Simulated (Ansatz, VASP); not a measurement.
## Ge: VASP beside Ansatz

```xyz
2
Lattice="0.0000 2.8801 2.8801 2.8801 0.0000 2.8801 2.8801 2.8801 0.0000" Properties=species:S:1:pos:R:3 pbc="T T T"
Ge    0.0000    0.0000    0.0000
Ge    1.4401    1.4401    1.4401
```

Alike in both runs: functional PBE; k mesh 10 × 10 × 10; occupations gaussian, width 0.01 eV; no spin polarisation.

Ansatz relaxed the structure, and its values are those at the end. VASP's run is a single point on that final structure, the one shown.

|  | VASP | Ansatz |
| --- | --- | --- |
| version | VASP 6.6.1 | Ansatz 0.2.0 |
| potentials or method | VASP PAW PBE potentials, release 64 (Ge_d) | scalar-relativistic, plane waves, PAW |
| plane-wave cutoff (eV) | 520 | 420 |
| valence electrons in the cell | 28 | 28 |

```csv
,VASP,Ansatz,Ansatz less VASP
gap on the k mesh at the Fermi level (eV),none,none,-
pressure (GPa),-0.1,0.0,+0.06
```

A gap of «none» marks a metal or a gap that the smearing closes.
